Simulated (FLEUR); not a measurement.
Crystal: BN.

```
CELL_PARAMETERS angstrom
2.49824 0.00000 0.00000
-1.24912 2.16354 0.00000
0.00000 0.00000 6.63570
ATOMIC_POSITIONS crystal
N 0.66667 0.33333 0.25000
N 0.33333 0.66667 0.75000
B 0.66667 0.33333 0.75000
B 0.33333 0.66667 0.25000
```

Base run:

- Program: FLEUR MaX-R8.1 (later development tree)
- Functional: RPBE
- Potentials or basis: all-electron
- Basis: FLAPW
- Kmax: 5.71 1/bohr
- k mesh: 12 × 12 × 4
- Occupations: fermi-dirac, width 0.05 eV
- Spin: no spin polarisation

Its results: band gap on the k mesh 4.54 eV, indirect (least direct gap 4.84 eV).

Task: The run is repeated on the same cell with these changes: functional from RPBE to r2SCAN. What comes out?

Result: Band gap on the k mesh 4.86 eV, indirect (least direct gap 5.30 eV).

r2SCAN gives the wider gap, since meta-GGAs in the generalised Kohn-Sham scheme recover part of the derivative discontinuity.

Caveats: the meta-GGA is that of a development version, with a GGA for the radial functions and cores and without core tails (some runs).

A k mesh can miss the band edges.
